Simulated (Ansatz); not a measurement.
# BP: the cost of one run

Program: Ansatz 0.2.0. Level of theory: DFT PBE, scalar-relativistic, plane waves, PAW. These are calculated values, not measurements.

### Step 1. The starting structure

The structure is orthorhombic, space group Pbcn (No. 60). The conventional cell has a = 5.778 Å, b = 6.250 Å, c = 5.426 Å, α = 90.00°, β = 90.00°, γ = 90.00°. Around B (site symmetry 1) lie 4 P at 1.87 to 1.93 Å. P (site symmetry 1) is surrounded by 4 B at 1.87 to 1.93 Å.

Structure file:

```
CELL_PARAMETERS angstrom
5.77784 0.00000 0.00000
0.00000 6.24974 0.00000
0.00000 0.00000 5.42632
ATOMIC_POSITIONS crystal
B 0.83543 0.13450 0.42509
B 0.83543 0.86550 0.92509
B 0.16457 0.86550 0.57491
B 0.16457 0.13450 0.07491
B 0.66457 0.36550 0.92509
B 0.33543 0.63450 0.07491
B 0.66457 0.63450 0.42509
B 0.33543 0.36550 0.57491
P 0.16457 0.86550 0.92509
P 0.83543 0.13450 0.07491
P 0.16457 0.13450 0.42509
P 0.83543 0.86550 0.57491
P 0.33543 0.63450 0.42509
P 0.33543 0.36550 0.92509
P 0.66457 0.36550 0.57491
P 0.66457 0.63450 0.07491
```

A structure generator made this guess: 4-connected net, two elements alternating (Pbcn, No. 60). Lengths come from tabulated atomic sizes and are only a guess.

### Step 2. A first look at the guess

Contents of input.yaml:

```yaml
crystal:
  lattice:
    - [5.77784236, 0.0, 0.0]
    - [0.0, 6.24973923, 0.0]
    - [0.0, 0.0, 5.42631932]
  atoms:
    - { symbol: B, position: [0.83542907, 0.13449842, 0.42509121] }
    - { symbol: B, position: [0.83542907, 0.86550158, 0.92509121] }
    - { symbol: B, position: [0.16457093, 0.86550158, 0.57490879] }
    - { symbol: B, position: [0.16457093, 0.13449842, 0.07490879] }
    - { symbol: B, position: [0.66457093, 0.36550158, 0.92509121] }
    - { symbol: B, position: [0.33542907, 0.63449842, 0.07490879] }
    - { symbol: B, position: [0.66457093, 0.63449842, 0.42509121] }
    - { symbol: B, position: [0.33542907, 0.36550158, 0.57490879] }
    - { symbol: P, position: [0.16457093, 0.86550158, 0.92509121] }
    - { symbol: P, position: [0.83542907, 0.13449842, 0.07490879] }
    - { symbol: P, position: [0.16457093, 0.13449842, 0.42509121] }
    - { symbol: P, position: [0.83542907, 0.86550158, 0.57490879] }
    - { symbol: P, position: [0.33542907, 0.63449842, 0.42509121] }
    - { symbol: P, position: [0.33542907, 0.36550158, 0.92509121] }
    - { symbol: P, position: [0.66457093, 0.36550158, 0.57490879] }
    - { symbol: P, position: [0.66457093, 0.63449842, 0.07490879] }
basis:
  ecutwfc: 420
kpoints:
  mp_grid: { grid: [4, 4, 4] }
hamiltonian:
  xc: pbe
scf:
  occupations: { method: gaussian, width: 0.1 }
  lower_state_search: "off"
output:
  forces: true
  stress: true
  eigenvalues: true
```

Started as:

```console
> ansatz run input.yaml --threads 1 --pin off --max-ram 2560MiB --backend cpu --events-out ev --progress --plain --runs-dir out
```

What time and memory should one allow on 1 thread of AMD EPYC 9R45 (Zen 5), shared host?

About 4.3 s, with a peak of 0.56 GiB.
